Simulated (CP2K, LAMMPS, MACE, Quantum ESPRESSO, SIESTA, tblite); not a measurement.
# Bulk modulus two ways: Ga2O3 with crystalline order left by the classical run (100 atoms), MACE MP-0b3 medium

The cell holds 100 atoms (40 Ga and 60 O). Recipe: 100 atoms (40 Fe, 60 O) placed at random at 4.44 g/cm³, melted at 5000 K for 10 ps at fixed volume with the Morse and Coulomb pair potential with partial charges (Pedone, Malavasi, Menziani, Cormack and Segre, J. Phys. Chem. B 110, 11780 (2006)). Quenched from 5000 K to 300 K at 100 K/ps and fixed volume, held 10 ps at zero pressure, then minimised at fixed cell. Then Fe was replaced by Ga and the cell scaled by 1.003 (the potential has no terms for the new elements, so the cell is a start for a DFT relaxation). Then the atoms were relaxed with MACE MPA-0 medium in the fixed cell.

Calculated with MACE MP-0b3 medium: MACE MP-0b3 medium, trained on PBE(+U) plane-wave data, no dispersion term. The cell is scaled evenly by ±3 % in volume, and MACE MPA-0 medium relaxes the atoms at each volume before the single point.

| volume (Å³/atom) | energy less the middle row's (meV/atom) | pressure (GPa) |
| --- | --- | --- |
| 9.8973 | 20.893 | 14.109 |
| 10.203 | 0.000 | 8.546 |
| 10.510 | -11.219 | 3.648 |

Task: Find the bulk modulus at the middle volume from the pressures and from the energies, and check the printed pressure against the slope of the energy (1 meV/Å³ = 0.16022 GPa).

Worked:

The step is h = 0.3061 Å³. From pressures: B = −V dP/dV = 10.203 × (14.109 − (3.648)) / (2 × 0.3061) = 174 GPa.

From energies: B = V d²E/dV² = 10.203 × (20.893 + (-11.219)) / 0.3061² = 1053 meV/Å³ = 169 GPa.

Slope: P = −dE/dV = −(-11.219 − (20.893)) / (2 × 0.3061) = 52.5 meV/Å³ = 8.40 GPa, against 8.55 GPa printed.

The two moduli agree within 3 %.

A central difference over ±3 % overstates P by about B(1 + B′)(0.03)²/6, some 0.13 GPa for B′ = 4. The atoms follow MACE MPA-0 medium, so this level's forces do work along the path, which enters the energies but not the printed pressures.

Limits: three points, a static cell at zero temperature, the cell shape held; the modulus is that at 8.5 GPa, not at zero pressure.

[Hosts, paths, dates, database ids (printed as entryN), source tags and the programs' standing remarks are cut or masked in the printed files.]
